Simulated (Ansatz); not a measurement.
Zincblende ZnSe (r2SCAN geometry), in Ansatz:

```
Zn Se
1.0
     0.00000    2.83242    2.83242
     2.83242    0.00000    2.83242
     2.83242    2.83242    0.00000
Zn Se
1 1
Direct
  0.00000 0.00000 0.00000
  0.25000 0.25000 0.25000
```

G0W0@PBE with 170 empty bands, a screening cutoff of 140 eV and a 4×4×4 mesh (PAW, contour deformation) gives 2.279 eV over the mesh points, from a PBE gap of 1.282 eV; it sums over 184 bands with 169 plane waves in the screening and a wave cutoff of 420 eV. The G0W0 figures hold for the stated bands, cutoff and mesh and aren't extrapolated. Calculated for a static, non-magnetic cell.

Q: Estimate the gap with starting point HSE06.

A: 2.910 eV (+0.631 eV), from a Kohn-Sham gap of 2.444 eV.

Q: Estimate the gap with starting point r2SCAN.

A: 2.608 eV (+0.329 eV), from a Kohn-Sham gap of 1.859 eV.

Q: Estimate the gap with frequency model Godby-Needs pole.

A: 2.335 eV (+0.056 eV), from a Kohn-Sham gap of 1.282 eV.

The runs are scalar-relativistic, without spin-orbit coupling.

With a shallow d shell on the cation, G0W0 converges slowly in bands and cutoff, so these values are in doubt.
